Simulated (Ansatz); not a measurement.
# CuH3: what a guessed cell relaxes into, part 2 of 2

Where does this trial cell of CuH3 go when cell and atoms are let free?

Ansatz 0.2.0; DFT PBE, scalar-relativistic, plane waves, PAW. Earlier steps stand in the parts before.

**4. Full relaxation**

The end of the coarse run is made exact in the group found at a tolerance of 0.06 Å and reduced to its primitive cell.

input.yaml

```yaml
crystal:
  lattice:
    - [2.7743504422, 0.0, 0.0]
    - [0.0, 2.7743504422, 0.0]
    - [0.0, 0.0, 2.7743504422]
  atoms:
    - { symbol: Cu, position: [0.0, 0.0, 0.0] }
    - { symbol: H, position: [0.0, 0.5, 0.5] }
    - { symbol: H, position: [0.5, 0.5, 0.0] }
    - { symbol: H, position: [0.5, 0.0, 0.5] }
basis:
  ecutwfc: 420
kpoints:
  mp_grid: { grid: [16, 16, 16] }
hamiltonian:
  xc: pbe
scf:
  occupations: { method: gaussian, width: 0.1 }
output:
  forces: true
  stress: true
  eigenvalues: true
relax:
  adjacent_minimum: "off"
  f_tol: 0.01
  max_steps: 80
  cell: { stress_tol: 0.05 }
```

Run with:

```console
ansatz run input.yaml --threads 1 --pin off --max-ram 2048MiB --backend cpu --events-out ev --progress --plain --runs-dir out
```

Standard output, shortened:

```text
Warning: RAYON_NUM_THREADS=1 ignored (pool sized by the plan → 1); use --threads N
[...]
Pseudopotentials: kind: paw
Pseudopotential: Cu, paw, valence charge 19, recommended cutoff 420 eV (normal), Cu.paw.azcp
Pseudopotential: H, paw, valence charge 1, recommended cutoff 420 eV (normal), H.paw.azcp
Functional definition: PBE
[...]
Crystal: 4 atoms, lattice volume = 21.354 Å³
Basis set: ecut = 420 eV, 437 PW (Γ), exchange–correlation on 40×40×40 points (8 copies of the dense FFT grid, shifted against one another)
Bands: 15, of which v1, the nominal top of the filled ones, is band 11 counted from 1 (10 counted from 0)
Symmetry: 48 space group operations
Space group: Pm-3m (ITA 221), of the structure as read, at distance tolerance 2.8e-5 Å
k-points: 165 of 4096
[...]
SCF iter   1: F=—  HF=-6670.104549 eV  |F-HF|=—  |Δ(HF+E_count)|=         —  Δρ=8.86e-3  dr2=1.04e-2  ethr=1.77e-3  ⟨swp⟩=4.1  Hψ=10843  notcnv=0
[...]
  P = ⅓ Tr σ = -0.0272 GPa (-0.272 kbar)
--- Band table (eV; the first three rows and the last of 165) ---
  k-point 0: bands = ["-102.5075", "-59.8660", "-59.8660", "-59.8660", "-2.0119", "5.8986", "5.8986", "7.8792", "7.8792", "7.8792", "14.7776", "14.7776", "19.6599", "19.6599", "19.6599"]
[...]
--- Relaxed structure (2 steps of the walk, 2 accepted, 1 SCFs on fresh bases) ---
  F+E_penalty+E_count = -6670.10500139 eV   max|allowed force component| = 1.566e-31 eV/Å   (the final SCF, on the basis selected at the relaxed cell)
  cell:  # Å, volume = 21.2790 Å³
    - [2.7710903935131608, 9.52934087066601e-35, 2.8086478355647186e-35]
    - [9.52934087066601e-35, 2.7710903935131608, -4.012354050806741e-36]
    - [2.8086478355647186e-35, -4.012354050806741e-36, 2.7710903935131608]
  atoms:
    - { symbol: Cu, position: [5.0392142006016625e-36, -3.163632233561581e-37, -5.4233695432484255e-37] }
    - { symbol: H, position: [-2.259737309687089e-38, 0.5, 0.5] }
    - { symbol: H, position: [0.5, 0.5, 5.423369543248432e-37] }
    - { symbol: H, position: [0.5, 2.2597373096868334e-37, 0.5] }
```

Run time: 9 s. Hardware: 1 thread of AMD EPYC 7R43 (Zen 3), shared host; peak memory 0.41 GiB.

The steps of the relaxation:

| step | E - E(step 1) (eV/cell) | largest force component (eV/Å) | pressure (GPa) | volume (Å³) |
| --- | --- | --- | --- | --- |
| 1 | 0.0000 | 0.0000 | -0.49 | 21.35 |
| 2 | -0.0003 | 0.0000 | -0.03 | 21.28 |
| 3 | -0.0001 | 0.0000 | -0.03 | 21.28 |

Step 1 is the start. Step 3 repeats the geometry before it on a plane-wave basis chosen anew for that cell, so its energy need not be comparable with the rows above.

|  | before | after | change |
| --- | --- | --- | --- |
| a (Å) | 2.774 | 2.771 | -0.1 % |
| b (Å) | 2.774 | 2.771 | -0.1 % |
| c (Å) | 2.774 | 2.771 | -0.1 % |
| volume (Å³/atom) | 5.34 | 5.32 | -0.4 % |
| shortest distance (Å) | 1.962 | 1.959 | -0.1 % |
| space group (0.01 Å) | Pm-3m | Pm-3m | same |

Forces and stress were held to the start's 48 operations: a distortion of lower symmetry was not tested.

**5. Changed: ecutwfc 550 eV, xc_grid 1**

input.yaml

```yaml
crystal:
  lattice:
    - [2.7710903935, 0.0, 0.0]
    - [0.0, 2.7710903935, 0.0]
    - [0.0, 0.0, 2.7710903935]
  atoms:
    - { symbol: Cu, position: [0.0, 0.0, 0.0] }
    - { symbol: H, position: [0.0, 0.5, 0.5] }
    - { symbol: H, position: [0.5, 0.5, 0.0] }
    - { symbol: H, position: [0.5, 0.0, 0.5] }
basis:
  ecutwfc: "550 eV"
  xc_grid: 1
kpoints:
  mp_grid: { grid: [16, 16, 16] }
hamiltonian:
  xc: pbe
scf:
  occupations: { method: gaussian, width: 0.1 }
output:
  forces: true
  eigenvalues: true
  stress: true
```

Run with:

```console
ansatz run input.yaml --threads 1 --pin off --max-ram 2048MiB --backend cpu --events-out ev --progress --plain --runs-dir out
```

Standard output, shortened:

```text
Warning: RAYON_NUM_THREADS=1 ignored (pool sized by the plan → 1); use --threads N
[...]
[... 4 set-up lines as earlier in the session ...]
[...]
Crystal: 4 atoms, lattice volume = 21.279 Å³
Basis set: ecut = 550 eV, 619 PW (Γ)
Bands: 15, of which v1, the nominal top of the filled ones, is band 11 counted from 1 (10 counted from 0)
[... 2 set-up lines as earlier in the session ...]
k-points: 165 of 4096
[...]
SCF iter   1: F=—  HF=-6670.114469 eV  |F-HF|=—  |Δ(HF+E_count)|=         —  Δρ=9.03e-3  dr2=1.07e-2  ethr=1.77e-3  ⟨swp⟩=4.2  Hψ=10919  notcnv=0
[...]
SCF iter   6: F=-6670.115333 eV  HF=-6670.115333 eV  |F-HF|=2.41e-9  |Δ(HF+E_count)|=   8.68e-8  Δρ=6.21e-6  dr2=5.33e-9  ethr=4.55e-10  ⟨swp⟩=5.1  Hψ=9831  notcnv=0
[...]
SCF converged after 6 iterations
Free energy (F): -6670.115333 eV
[...]
E sigma→0 (E₀):  -6670.112635 eV
Entropy (-TS):   -0.005396 eV (-1.349 meV/atom)
Fermi energy:    11.810792 eV
[...]
--- Forces (eV/Å), atoms counted from 1 ---
  atom   1  Cu    -0.00000000    -0.00000000    -0.00000000
  atom   2  H      0.00000000    -0.00000000     0.00000000
  atom   3  H      0.00000000     0.00000000     0.00000000
  atom   4  H      0.00000000    -0.00000000     0.00000000
[...]
--- Stress (GPa, compression-positive) ---
       -0.104067       0.000000       0.000000
        0.000000      -0.104067       0.000000
        0.000000       0.000000      -0.104067
  P = ⅓ Tr σ = -0.1041 GPa (-1.041 kbar)
--- Band table (eV; the first three rows and the last of 165) ---
  k-point 0: bands = ["-102.5129", "-59.8711", "-59.8711", "-59.8711", "-2.0134", "5.8954", "5.8954", "7.8754", "7.8754", "7.8754", "14.7734", "14.7734", "19.6568", "19.6568", "19.6568"]
[...]
```

It took 3.4 s on 1 thread of AMD EPYC 7R43 (Zen 3), shared host; peak memory 0.39 GiB.

| run | ending | energy change | pressure (GPa) | gap (eV) | force (eV/Å) | cycles | time |
| --- | --- | --- | --- | --- | --- | --- | --- |
| step 4 | converged | 0 | 0.0 | 0.00 | 0.00 | - | 9 s |
| variant | converged | -2.6 meV/atom | -0.1 | 0.00 | 0.00 | 6 | 3.4 s |

Changing the cutoff and numerical grids moves the energy by -2.6 meV/atom.

**6. Summary of results**

What follows sums up all 2 parts. Changes of volume or cell count from the first structure of part 1.

| quantity | value |
| --- | --- |
| symmetry at the end (tolerance 0.05 Å) | space group Pm-3m (No. 221) |
| conventional cell | a = 2.771 Å, b = 2.771 Å, c = 2.771 Å, α = 90.00°, β = 90.00°, γ = 90.00° |
| volume | 5.32 Å³/atom |
| energy over the elements (uncorrected; H, N, O, F and Cl as molecules) | +0.67 eV/atom |
| gap on the mesh | none (metal) |

The space group Pm-3m (No. 221) is kept, and the volume per atom shrinks by 35.6 % from the first guess. The formation energy is positive, so the separate elements lie lower. No finished test with a distortion of lower symmetry is shown, so the end may be a saddle point.
